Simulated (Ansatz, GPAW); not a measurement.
One calculation of MgO, 3 ways

```
Mg O
1.0
     0.00000    2.09700    2.09700
     2.09700    0.00000    2.09700
     2.09700    2.09700    0.00000
Mg O
1 1
Direct
  0.00000 0.00000 0.00000
  0.50000 0.50000 0.50000
```

The cell is a database's computed one, not the measured one.

Alike in all runs: task single point; functional PBE; k mesh 11 × 11 × 11; occupations gaussian, width 0.011 eV; no spin polarisation; no spin-orbit coupling. Pressure is positive in compression and, in plane waves, holds the error of the finite cutoff, which Ansatz's Pulay term estimates and takes out.

| program and potentials | plane-wave cutoff (eV) | notes | pressure (GPa) |
| --- | --- | --- | --- |
| Ansatz, Ansatz PAW | 420 | Pulay term of +0.60 GPa included | 6.91 |
| Ansatz, all-electron LAPW, scalar-relativistic | - | - | 6.97 |
| GPAW, GPAW PAW data sets (gpaw-data 1.2.1) | 800 | - | 6.97 |

The pressure spans 6.91 (Ansatz, Ansatz PAW) to 6.97 GPa (Ansatz, all-electron LAPW, scalar-relativistic), with all-electron results at 6.97.

The functional is the same throughout but for its coding, so the spread measures potentials, basis and numerics; runs on potential files found faulty are left out.
